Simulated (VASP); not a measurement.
Set up this calculation in VASP 6.6.1, as the native input.

```
Task                   : relaxation of cell and atoms
Functional             : LDA
Potentials or basis    : VASP PAW LDA potentials, release 64 (S)
Cutoff                 : 600 eV
k mesh                 : 19 × 19 × 19
Occupations            : methfessel-paxton, width 0.1 eV
Spin                   : no spin polarisation
Target pressure        : 160 GPa
Further INCAR settings : ALGO = Normal; EDIFF = 1e-06; IBRION = 2; EDIFFG = -0.01; NSW = 90; ISIF = 3
Target pressure        : 160 GPa
```

The structure of S lies in POSCAR:

```
S
1.0
    1.6385000000      0.9459884161      0.8613333333
   -1.6385000000      0.9459884161      0.8613333333
    0.0000000000     -1.8919768321      0.8613333333
S
1
Direct
    0.0000000000      0.0000000000      0.0000000000
```

This isn't the form of S at room conditions, which is orthorhombic, of S8 rings.

The input as run:

INCAR

```
  PREC = Accurate
  ENCUT = 600
  EDIFF = 1E-6
  ISMEAR = 1
  SIGMA = 0.1
  LREAL = False
  LASPH = True
  NELM = 80
  ALGO = Normal
  ISIF = 3
  LWAVE = False
  LCHARG = False
  IBRION = 2
  NSW = 90
  EDIFFG = -0.01
  PSTRESS = 1600.0
```

KPOINTS

```
Automatic mesh
0
Gamma
  19 19 19
```

Potentials or basis: VASP PAW LDA potentials, release 64 (S).

Command:

```sh
$ cat potpaw_LDA.64/S/POTCAR > POTCAR
$ mpirun -np 1 vasp_std > vasp.out
```

Results of the run:

```yaml
Relaxed_volume: 8.58 Å³/atom
Relaxed_cell: a = 2.127 Å, b = 2.127 Å, c = 2.127 Å, α = 104.04°, β = 104.04°, γ = 104.04°
Space_group_after_relaxing_to_0.05_Å: R-3m (No. 166)
Energy_change_on_relaxing_the_enthalpy_is_what_falls: -635.5 meV/atom
Ionic_steps: 9
Pressure_after_relaxing: 160.0 GPa
Band_gap_on_the_k_mesh: none (metal or under the smearing width)
```

Caveat: the cell is relaxed towards a set pressure, so the enthalpy falls and the energy may rise.

Run time: 110 s on 1 thread of Intel(R) Xeon(R) Platinum 8259CL CPU @ 2.50GHz (Skylake/Cascade Lake) (shared host), peak memory 0.14 GiB.
